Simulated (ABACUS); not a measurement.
Ta:

```
Ta
1.0
    -1.65128    1.65128    1.65128
     1.65128   -1.65128    1.65128
     1.65128    1.65128   -1.65128
Ta
1
Direct
  0.00000 0.00000 0.00000
```

| Quantity | Value |
| --- | --- |
| Program | ABACUS 3.10.1 |
| Task | relaxation of cell and atoms |
| Functional | r2SCAN |
| Potentials or basis | SG15 ONCV 1.2 PBE |
| Cutoff | 1361 eV |
| Density cutoff | 5442 eV |
| Basis | DZP LCAO (the cutoffs set its grid) |
| k mesh | 8 × 8 × 8 |
| Occupations | fermi-dirac, width 0.05 eV |
| Spin | no spin polarisation |

At the start: pressure -11.6 GPa; volume 18.01 Å³/atom.

Problem. How do energy, volume and symmetry change on relaxing?

Solution. Over 32 steps the energy falls by 38.4 meV/atom and the volume is 17.00 Å³/atom (-5.6 %); space group Im-3m (No. 229, to 0.05 Å).

Step by step:
| step | energy change (eV) | largest force (eV/Å) | pressure (GPa) | volume (Å³) |
| --- | --- | --- | --- | --- |
| 1 | 0.0000 | 0.0000 | -11.59 | 18.01 |
| 2 | 0.2404 | 0.0000 | 43.73 | 14.72 |
| 3 | -0.0383 | 0.0000 | -0.85 | 17.07 |
| 4 | -0.0384 | 0.0000 | -0.13 | 17.01 |
| 5 | -0.0384 | 0.0000 | -0.12 | 17.01 |
| 6 | -0.0384 | 0.0000 | -0.11 | 17.01 |
| 7 | -0.0384 | 0.0000 | -0.11 | 17.01 |
| 8 | -0.0384 | 0.0000 | -0.11 | 17.01 |
| 9 | -0.0384 | 0.0000 | -0.11 | 17.01 |
| 10 | -0.0384 | 0.0000 | -0.11 | 17.01 |
| 11 | -0.0384 | 0.0000 | -0.11 | 17.01 |
| 12 | -0.0384 | 0.0000 | -0.11 | 17.01 |
| 13 | -0.0384 | 0.0000 | -0.11 | 17.01 |
| 14 | -0.0384 | 0.0000 | -0.11 | 17.01 |
| 15 | -0.0384 | 0.0000 | -0.11 | 17.01 |
| 16 | -0.0384 | 0.0000 | -0.10 | 17.01 |
| 17 | -0.0384 | 0.0000 | -0.10 | 17.01 |
| 18 | -0.0384 | 0.0000 | -0.10 | 17.01 |
| 19 | -0.0384 | 0.0000 | -0.10 | 17.01 |
| 20 | -0.0384 | 0.0000 | -0.10 | 17.01 |
| 21 | -0.0384 | 0.0000 | -0.10 | 17.01 |
| 22 | -0.0384 | 0.0000 | -0.09 | 17.01 |
| 23 | -0.0384 | 0.0000 | -0.09 | 17.01 |
| 24 | -0.0384 | 0.0000 | -0.08 | 17.01 |
| 25 | -0.0384 | 0.0000 | -0.08 | 17.01 |
| 26 | -0.0384 | 0.0000 | -0.07 | 17.01 |
| 27 | -0.0384 | 0.0000 | -0.06 | 17.01 |
| 28 | -0.0384 | 0.0000 | -0.05 | 17.01 |
| 29 | -0.0384 | 0.0000 | -0.05 | 17.01 |
| 30 | -0.0384 | 0.0000 | -0.03 | 17.00 |
| 31 | -0.0384 | 0.0000 | -0.03 | 17.00 |
| 32 | -0.0384 | 0.0000 | -0.01 | 17.00 |

Final structure:
```cif
data_structure
_symmetry_space_group_name_H-M 'P 1'
_symmetry_Int_Tables_number 1
_cell_length_a 2.8058
_cell_length_b 2.8058
_cell_length_c 2.8058
_cell_angle_alpha 109.471
_cell_angle_beta 109.471
_cell_angle_gamma 109.471
_cell_volume 17.00
loop_
_atom_site_label
_atom_site_type_symbol
_atom_site_fract_x
_atom_site_fract_y
_atom_site_fract_z
_atom_site_occupancy
Ta1 Ta 0.00000 0.00000 0.00000 1
```

Caveat: the atomic orbitals were generated for these runs and aren't a published set; the potentials were made for another functional, which shifts forces and pressure; the basis of atomic orbitals isn't converged, which shifts pressures, moduli and gaps.
